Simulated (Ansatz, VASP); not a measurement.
Hf2H in VASP and in Ansatz

```
Hf H
1.0
     0.00000    2.92018    2.92018
     2.92018    0.00000    2.92018
     2.92018    2.92018    0.00000
Hf H
2 1
Cartesian
  1.4601 1.4601 1.4601
  4.3803 4.3803 4.3803
  0.0000 0.0000 0.0000
```

Change from the starting cell: species swapped into the Mg2Si type (Fm-3m, No. 225).

Alike in both runs: functional PBE; k mesh 6 × 6 × 6; occupations gaussian, width 0.1 eV; no spin polarisation.

Ansatz relaxed the structure, and its values are those at the end. VASP's run is a single point on that final structure, the one shown.

|  | VASP | Ansatz |
| --- | --- | --- |
| version | VASP 6.6.1 | Ansatz 0.2.0 |
| potentials or method | VASP PAW PBE potentials, release 64 (Hf_pv, H) | scalar-relativistic, plane waves, PAW |
| plane-wave cutoff (eV) | 520 | 420 |
| valence electrons in the cell | 21 | 53 |

Ansatz gave:

```
gap on the k mesh at the Fermi level (eV) : none
pressure (GPa)                            : -0.2
```

Q: Which values does VASP return?

A: gap on the k mesh at the Fermi level (eV): none; pressure (GPa): -0.6.

A gap of «none» marks a metal or a gap that the smearing closes. The functional is the same, so the differences come from potentials, cutoffs and numerics. The two sets of potentials don't hold the same shells in valence.

The runs have no spin-orbit coupling, so splittings on Hf are missing.
